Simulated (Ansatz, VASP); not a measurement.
## Ca: VASP beside Ansatz

The input INCAR:

```
SYSTEM = Ca
PREC = Accurate ; ENCUT = 600
EDIFF = 1E-7 ; ISMEAR = 0
SIGMA = 0.1 ; LREAL = .FALSE.
LASPH = .TRUE. ; NELM = 60
ALGO = Fast ; ISIF = 3
LWAVE = .FALSE. ; LCHARG = .FALSE.
GGA = PE ; IBRION = 2
NSW = 100 ; EDIFFG = -0.01
```

Contents of KPOINTS:

```
regular mesh
0
G
  10 10 10
  0 0 0
```

Contents of POSCAR:

```
Ca
1.0
    5.3155247973      0.0000000000      0.0000000000
    0.0000000000      5.3155247973      0.0000000000
    0.0000000000      0.0000000000      5.3155247973
Ca
3
Direct
    0.5000000000      0.0000000000      0.0000000000
    0.0000000000      0.5000000000      0.0000000000
    0.0000000000      0.0000000000      0.5000000000
```

Input for Ansatz:

```yaml
crystal:
  lattice:
    - [5.3155247973, 0.0, 0.0]
    - [0.0, 5.3155247973, 0.0]
    - [0.0, 0.0, 5.3155247973]
  atoms:
    - { symbol: Ca, position: [0.5, 0.0, 0.0] }
    - { symbol: Ca, position: [0.0, 0.5, 0.0] }
    - { symbol: Ca, position: [0.0, 0.0, 0.5] }
basis:
  ecutwfc: 420
kpoints:
  mp_grid: { grid: [10, 10, 10] }
hamiltonian:
  xc: pbe
scf:
  occupations: { method: gaussian, width: 0.1 }
output:
  forces: true
  stress: true
  eigenvalues: true
relax:
  adjacent_minimum: "off"
  f_tol: 0.01
  max_steps: 80
  cell: { stress_tol: 0.05 }
```

Alike in both runs: task relaxation of cell and atoms; functional PBE; k mesh 10 × 10 × 10; occupations gaussian, width 0.1 eV; no spin polarisation.

|  | VASP | Ansatz |
| --- | --- | --- |
| version | VASP 6.6.1 | Ansatz 0.2.0 |
| potentials or method | VASP PAW PBE potentials, release 64 (Ca_sv) | scalar-relativistic, plane waves, PAW |
| plane-wave cutoff (eV) | 600 | 420 |
| valence electrons in the cell | 30 | 30 |

Ansatz gave:

* gap on the k mesh at the Fermi level, each at its own relaxed structure (eV): none
* relaxed volume (Å³/atom): 50.73
* relaxed cell length with the largest relative difference (Å): 5.339

Estimate VASP's values.

gap on the k mesh at the Fermi level, each at its own relaxed structure (eV): none; relaxed volume (Å³/atom): 50.77; relaxed cell length with the largest relative difference (Å): 5.340.

A gap of «none» marks a metal or a gap that the smearing closes.
